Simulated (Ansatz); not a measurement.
Runs of Ansatz 0.2.0 on MoS2. Symmetry: P-3m1, No. 164, trigonal system. The conventional cell has a = 3.227 Å, b = 3.227 Å, c = 6.312 Å, α = 90.00°, β = 90.00°, γ = 120.00°. Around Mo (site symmetry -3m) lie 6 S at 2.42 Å. S (site symmetry 3m) has 3 Mo at 2.42 Å as nearest neighbours. Measurements of this composition are mostly on another form, of space group No. 194.

```tsv
task	level	spin	cell	k mesh	cutoff (eV)	points for each segment of the path	gap on the mesh (eV)	pressure (GPa)	largest force (eV/Å)
band structure	r2SCAN	off	as given	9 × 9 × 4	500	14	none	0.0	0.08
band structure	RPBE	off	as given	9 × 9 × 4	420	14	none	(b)	0.36
band structure	PBEsol	SOC, no magnetisation	as given	7 × 7 × 3	420	14	none	-3.2	-
relaxation of cell and atoms	BLYP	off	relaxed	9 × 9 × 4	420	-	-	0.0	-
band structure	revPBE	off	as given	9 × 9 × 4	420	14	none	2.9	(a)
```

Alike in all rows: potentials or basis Ansatz PAW; smearing fermi-dirac 0.05 eV.

Task: Estimate the missing entries.

Result: (a) 0.33; (b) 3.6.

Caveats: the PAW data sets come from PBE, with cores solved anew for the run's functional, which leaves a small shift of forces and pressure; this functional lacks dispersion, which binds the layers, so the pressure and a relaxed spacing across them are unreliable (some runs); the plane-wave basis is chosen anew once the cell has moved, so the energies of steps on either side of that aren't comparable (some runs); this functional lacks dispersion, which binds the layers, so the pressure and a relaxed spacing across them are unreliable, and here the layers came unbound (some runs).

A k mesh can miss the band edges, and rows without SOC leave out spin-orbit coupling on Mo.

A gap of «none» marks a metal or a gap under the smearing width.

Runs at the PBE level aren't shown here.
